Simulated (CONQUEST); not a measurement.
# HgTe (Coloradoite) under changes of volume

One of the cells (33.215 Å³/atom); the others are scaled copies at fixed shape and fractional positions:

```
Hg Te
1.0
     4.54599    0.00000    0.00000
     0.00000    4.54599    0.00000
     0.00000    0.00000    6.42900
Hg Te
2 2
Direct
  0.00000 0.00000 0.00000
  0.50000 0.50000 0.50000
  0.00000 0.50000 0.25000
  0.50000 0.00000 0.75000
```

- Program: CONQUEST 1.3
- Functional: PBE
- Potentials or basis: PseudoDojo NC PBE, DZ, grid of 48 × 48 × 60 points
- k mesh: 6 × 6 × 4
- Occupations: fermi-dirac, width 0.05 eV
- Spin: no spin polarisation

```tsv
volume (Å³/atom)	energy over the lowest point (meV/atom)	pressure (GPa)
31.223	215.71	12.9
31.887	165.65	11.3
32.551	122.08	9.8
33.215	?	?
33.880	51.91	7.3
34.544	23.88	6.2
35.208	0.00	5.3
```

**Question.** What does the run at 33.215 Å³/atom give?

**Answer.** Energy over the lowest point 84.58 meV/atom; pressure 8.4 GPa.

Worked out: A Birch-Murnaghan fit of order 3 (a polynomial in V^(-2/3)) to the other rows has no minimum within the range. It gives 84.44 meV/atom at 33.215 Å³/atom, against the run's 84.58, and -dE/dV = 8.4 GPa, against 8.4.

Energies are extrapolated to zero smearing.

Caveats: the atomic basis is small; the basis of atomic orbitals isn't converged, which shifts pressures, moduli and gaps; the real-space grid breaks the cell's symmetry a little (some runs).
